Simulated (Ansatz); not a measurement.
The cell is COD entry 9000001, as deposited and not checked against the literature; nothing was relaxed.

A run of Ansatz 0.2.0 printed the following.

```
Pb: output.efg is read without spin–orbit coupling, which moves field gradients at and beside such atoms by some per cent and up to a factor of two; PAW files take it under magnetization.noncollinear and magnetization.spin_orbit
Engine: ansatz 0.2.0
Pseudopotentials: kind: paw
Pseudopotential: Pb, paw, valence charge 14, recommended cutoff 420 eV (normal)
Pseudopotential: S, paw, valence charge 6, recommended cutoff 420 eV (normal)
Functional definition: PBE
  parameter kappa = 0.804
  parameter beta = 0.06672455060314922
  exchange = pbe_x(kappa = kappa, mu = beta*pi^2/3)
  correlation = pbe_c(beta = beta)
Crystal: 2 atoms, lattice volume = 52.132 Å³
Basis set: ecut = 420 eV, 965 PW (Γ), exchange–correlation on 60×60×60 points (8 copies of the dense FFT grid, shifted against one another)
Bands: 14, of which v1, the nominal top of the filled ones, is band 10 counted from 1 (9 counted from 0)
Symmetry: 48 space group operations
Space group: Fm-3m (ITA 225), of the structure as read, at distance tolerance 3.7e-5 Å
k-points: 29 of 512
Non-local potential: Pb, projectors of the file, l = 0: 2, l = 1: 2, l = 2: 2, l = 3: 2
Non-local potential: S, projectors of the file, l = 0: 2, l = 1: 2, l = 2: 2
PAW form: soft (Blöchl's): semilocal exchange-correlation on the pseudo side does not see the compensation charge
PAW one-centre angular grid: Pb, 590 points (default); XC on 64 Gauss nodes
PAW one-centre angular grid: S, 110 points (default); XC on 64 Gauss nodes
Initial density: superposition of atomic densities (neutral atoms: chi_scale 0, normalization atom), corrected by the library's trained network
Initial wavefunctions: pseudopotential atomic-orbital guess
Functional: x = pbe(κ = 0.804, μ = 0.2195149727645171), c = pbe(β = 0.06672455060314922)
SCF iter   1: F=—  HF=-12809.558413 eV  |F-HF|=—  |Δ(HF+E_count)|=         —  Δρ=9.22e-4  dr2=6.70e-4  ethr=1.77e-3  ⟨swp⟩=6.6  Hψ=2503  notcnv=0
preconditioner: auto → none  [insulator: Δε(μ)=0.361 eV  Ē_g=15.463 eV  σ=0.010 eV  W_gap=1.00  n_scr=14 (ndim 8)  ℏωp=23.0 eV  f_vac=0.000  D(μ)=0.00/eV (n_scr^D=0)  ε∞_Penn≈3.2]
SCF iter   2: F=—  HF=-12809.557108 eV  |F-HF|=—  |Δ(HF+E_count)|=   1.31e-3  Δρ=4.95e-4  dr2=1.43e-4  ethr=3.35e-6  ⟨swp⟩=2.1  Hψ=1046  notcnv=0
SCF iter   3: F=—  HF=-12809.557104 eV  |F-HF|=—  |Δ(HF+E_count)|=   3.19e-6  Δρ=1.82e-4  dr2=1.90e-5  ethr=7.16e-7  ⟨swp⟩=2.6  Hψ=745  notcnv=0
SCF iter   4: F=—  HF=-12809.557114 eV  |F-HF|=—  |Δ(HF+E_count)|=   9.86e-6  Δρ=4.52e-5  dr2=1.00e-6  ethr=9.52e-8  ⟨swp⟩=2.1  Hψ=541  notcnv=0
iter 5 did not close the SCF: its close was put off for the readings that it lacked (scf_convergence_deferred on its scf_iter line)
SCF iter   5: F=-12809.557114 eV  HF=-12809.557114 eV  |F-HF|=1.27e-8  |Δ(HF+E_count)|=   7.04e-9  Δρ=6.23e-6  dr2=1.94e-8  ethr=5.01e-9  ⟨swp⟩=2.0  Hψ=692  notcnv=0
SCF iter   6: F=-12809.557114 eV  HF=-12809.557114 eV  |F-HF|=1.93e-10  |Δ(HF+E_count)|=   3.18e-9  Δρ=7.04e-7  dr2=2.51e-10  ethr=9.70e-11  ⟨swp⟩=2.1  Hψ=1406  notcnv=0
the search or the solves at the SCF's close seem to have found levels that the self-consistency loop had missed (the run counts 1). By its estimate they hold under 1e-12 electrons; where the run keeps them, the occupations were computed again with them
SCF 1 converged in 6 iterations: F = -12809.557114 eV  dr2 = 2.51e-10
  greatest PAW one-centre occupation: 0.982 electrons in one spin orbital (limit 2), on the Pb atom at site 0 (counted from 0), in its partial waves of l = 2
NSCF: frozen V_eff on 57 k-points
SCF converged after 6 iterations
Free energy (F): -12809.557114 eV
Harris-Foulkes:  -12809.557114 eV  (|F-HF|=1.93e-10)
Internal energy: -12809.557114 eV  (E = F + TS)
E sigma→0 (E₀):  -12809.557114 eV
Fermi energy:    8.646156 eV
--- Per-component energies (eV) ---
  E_band       = -55.020767
  E_kinetic    = 393.769070
  E_local      = -1220.891601  (includes V_loc(G=0)·N_el)
  E_nonlocal   = 378.545858
  E_hartree    = 474.763933
  E_xc         = -318.631193
  E_vxc        = -220.621444  (∫ρ·V_xc dr)
  E_paw        = -11003.374025  (= ΣΔE_a)
  E_vpaw       = -335.351226  (= ΣTr[D̂ρ^β])
  E_aug_tail   = 0.000052  (compensation charges beyond the density's cutoff)
  E_ewald      = -1513.739208
  E_smearing   = -0.000000  (= −TS)
  E_closure    = 0.000000  (closes the sum)
  Σ components = -12809.557114   (vs F -12809.557114, Δ=0.00e0)
--- Forces (eV/Å), atoms counted from 1 ---
  atom   1  Pb    -0.00000000     0.00000000    -0.00000000
  atom   2  S      0.00000000    -0.00000000    -0.00000000
  max |Σ_I F_I| component: 7.69e-30 eV/Å
--- Stress (GPa, compression-positive) ---
        2.276843       0.000000       0.000000
        0.000000       2.276843       0.000000
        0.000000      -0.000000       2.276843
  P = ⅓ Tr σ = 2.2768 GPa (22.768 kbar)
--- PAW observables at the nuclei: V_zz in 10²¹ V/m², potentials from the cell's mean, atoms counted from 1 ---
  atom   1  Pb V_zz =    +0.000000   η = 0.0000   by run symmetry: forbidden
            electrostatic potential = -17478.192409 V   contact ρ = 16532737.640845 e/Å³
  atom   2  S  V_zz =    +0.000000   η = 0.0000   by run symmetry: forbidden
            electrostatic potential = -1636.655492 V   contact ρ = 19770.055809 e/Å³
--- Band table (eV; the first three rows and the last of 29) ---
  k-point 0: bands = ["-8.3695", "-8.3695", "-8.3695", "-8.3537", "-8.3537", "-5.1428", "2.4371", "6.2829", "6.2829", "6.2829", "13.6798", "13.6798", "13.6798", "15.1595"]
  k-point 1: bands = ["-8.3688", "-8.3667", "-8.3667", "-8.3544", "-8.3544", "-5.0096", "1.9811", "6.3248", "6.3248", "6.6257", "12.4492", "12.8903", "12.8903", "15.1301"]
  k-point 2: bands = ["-8.3732", "-8.3732", "-8.3675", "-8.3427", "-8.3427", "-4.6397", "1.0064", "6.4436", "6.4436", "7.2921", "10.8184", "11.6763", "11.6763", "15.3159"]
  k-point 28: bands = ["-8.4646", "-8.3531", "-8.3531", "-8.3523", "-8.3084", "-3.4286", "0.5232", "4.0276", "4.0276", "7.4339", "10.6507", "13.1225", "13.1225", "16.6128"]
--- Löwdin populations: 2 sites ---
  site symbol       q [e]
     0     Pb     13.4804
     1      S      6.4601
  spilling = 0.002974 (of n_electrons = 20.000000)
--- Bader charges: 2 sites ---
  site symbol  charge [e]  shift [e]
     0     Pb      0.9966     0.0000
     1      S     -0.9966     0.0000
  estimated error of the sums over rays = 2.1e-4 e
```

The cell and starting positions:

```
CELL_PARAMETERS angstrom
0.00000 2.96500 2.96500
2.96500 0.00000 2.96500
2.96500 2.96500 0.00000
ATOMIC_POSITIONS crystal
Pb 0.00000 0.00000 0.00000
S 0.50000 0.50000 0.50000
```

Parts of the input that the log doesn't repeat:

```yaml
  band_path:
    path:
      - [0.0, 0.0, 0.0]
      - [0.5, 0.0, 0.5]
      - [0.625, 0.25, 0.625]
      - [0.375, 0.375, 0.75]
      - [0.0, 0.0, 0.0]
      - [0.5, 0.5, 0.5]
      - [0.5, 0.25, 0.75]
      - [0.5, 0.0, 0.5]
    npoints: 8
output:
  forces: true
  stress: true
  eigenvalues: true
  efg: { contact_densities: true }
  populations: true
  bader: true
  dos: { projected: true, de: 0.2, e_range: [-14, 8] }
```

(1) Write the input that produced this log.

## Answers

(1) 
```yaml
crystal:
  lattice:
    - [0.0, 2.965, 2.965]
    - [2.965, 0.0, 2.965]
    - [2.965, 2.965, 0.0]
  atoms:
    - { symbol: Pb, position: [0.0, 0.0, 0.0] }
    - { symbol: S, position: [0.5, 0.5, 0.5] }
kpoints:
  mp_grid: { grid: [8, 8, 8] }
  band_path:
    path:
      - [0.0, 0.0, 0.0]
      - [0.5, 0.0, 0.5]
      - [0.625, 0.25, 0.625]
      - [0.375, 0.375, 0.75]
      - [0.0, 0.0, 0.0]
      - [0.5, 0.5, 0.5]
      - [0.5, 0.25, 0.75]
      - [0.5, 0.0, 0.5]
    npoints: 8
scf:
  occupations: { method: fermi_dirac, width: 0.01 }
hamiltonian:
  xc: pbe
  pseudopotentials: { kind: paw }
output:
  forces: true
  stress: true
  eigenvalues: true
  efg: { contact_densities: true }
  populations: true
  bader: true
  dos: { projected: true, de: 0.2, e_range: [-14, 8] }
```
This is the input that was run; digits and keys that the log doesn't show could differ in an equivalent one.
